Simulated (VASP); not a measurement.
MnO: band structure with PBE+U

MnO:

```
Mn O
1.0
     3.37170    0.00000    0.00000
    -1.68585    2.91998    0.00000
     0.00000    0.00000    5.38550
Mn O
2 2
Direct
  0.66667 0.33333 0.51096
  0.33333 0.66667 0.01096
  0.66667 0.33333 0.87547
  0.33333 0.66667 0.37547
```

Measurements of this composition are mostly on another form, of space group No. 225.

* Program: VASP 6.6.1
* Task: band structure
* Functional: PBE
* Potentials or basis: VASP PAW PBE potentials, release 64 (Mn_GW, O_GW)
* Cutoff: 550 eV
* k mesh: 7 × 7 × 4
* Occupations: fermi-dirac, width 0.02 eV
* Spin: non-collinear spin, ferromagnetic start
* Starting moments: [[4.0, 0.0, 0.0], [4.0, 0.0, 0.0], [0.0, 0.0, 0.0], [0.0, 0.0, 0.0]] μB
* Hubbard terms: Mn d U = 4.5 eV
* Further INCAR settings: ALGO = Normal; EDIFF = 1.00e-06; NBANDS = 40; ISYM = 0

- Band gap along the path: 0.14 eV, indirect (least direct gap 0.16 eV)
- Net moment: 10.00 μB per cell

Levels at the corners of the path, in eV from the Fermi level:
| point | band 24 | band 25 | band 26 | band 27 | band 28 | band 29 |
| --- | --- | --- | --- | --- | --- | --- |
| Γ | -0.33 | -0.09 | -0.09 | 0.07 | 0.95 | 3.51 |
| M | -2.56 | -1.13 | -0.78 | 2.67 | 2.94 | 3.63 |
| K | -1.72 | -1.72 | -1.44 | 2.73 | 3.29 | 3.29 |
| Γ | -0.33 | -0.09 | -0.09 | 0.07 | 0.95 | 3.51 |
| A | -0.60 | -0.60 | -0.60 | 2.31 | 2.31 | 2.85 |
| L | -1.52 | -1.35 | -1.35 | 3.14 | 3.14 | 4.17 |
| H | -2.38 | -1.31 | -1.31 | 2.99 | 2.99 | 4.08 |
| A | -0.60 | -0.60 | -0.60 | 2.31 | 2.31 | 2.85 |
| L | -1.52 | -1.35 | -1.35 | 3.14 | 3.14 | 4.17 |
| M | -2.56 | -1.13 | -0.78 | 2.67 | 2.94 | 3.63 |
| K | -1.72 | -1.72 | -1.44 | 2.73 | 3.29 | 3.29 |
| H | -2.38 | -1.31 | -1.31 | 2.99 | 2.99 | 4.08 |

Moments on the atoms (μB; x, y, z):
```
Mn  4.82 0.00 0.00
Mn  4.82 0.00 0.00
O   0.11 0.00 0.00
O   0.11 0.00 0.00
```

Wall time 11 min on 1 thread of Intel(R) Xeon(R) Platinum 8559C (Emerald Rapids), on a shared host, peak memory 0.37 GiB.

Caveat: the log is that of the step along the path at fixed density, whose energy, stress, charges and moments have no meaning; only a ferromagnetic start was run, and an antiferromagnetic order may lie lower in energy. The state reached can hang on the start; a lower one may exist.
